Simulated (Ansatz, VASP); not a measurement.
# MoS2 in VASP and in Ansatz

```
Mo S
1.0
     3.16100    0.00000    0.00000
    -1.58050    2.73751    0.00000
     0.00000    0.00000   12.29500
Mo S
2 4
Direct
  0.33333 0.66667 0.25000
  0.66667 0.33333 0.75000
  0.33333 0.66667 0.62279
  0.66667 0.33333 0.12279
  0.33333 0.66667 0.87721
  0.66667 0.33333 0.37721
```

Alike in both runs: functional PBE; k mesh 9 × 9 × 3; no spin polarisation.

Ansatz relaxed the structure, and its values are those at the end. VASP's run is a single point on that final structure, the one shown.

|  | VASP | Ansatz |
| --- | --- | --- |
| version | VASP 6.6.1 | Ansatz 0.2.0 |
| potentials or method | VASP PAW PBE potentials, release 64 (Mo_sv, S) | scalar-relativistic, plane waves, PAW |
| plane-wave cutoff (eV) | 520 | 420 |
| occupations | gaussian, width 0.01 eV | fixed |
| valence electrons in the cell | 52 | 52 |

Ansatz gave:

| Item | Value |
| --- | --- |
| gap on the k mesh at the Fermi level (eV) | 0.95 |
| least direct gap on the mesh (eV) | 1.67 |
| pressure (GPa) | 2.9 |
| rms of the force components (eV/Å) | 0.000 |

Q: What did VASP give for the same quantities?

A: gap on the k mesh at the Fermi level (eV): 0.97; least direct gap on the mesh (eV): 1.68; pressure (GPa): 2.7; rms of the force components (eV/Å): 0.006.

Ansatz warned: «stress_scf_threshold_loose».

Caveats: an odd mesh through Γ misses points on the zone boundary, where band edges often lie; this functional lacks dispersion, which binds the layers, so the pressure and a relaxed spacing across them are unreliable.
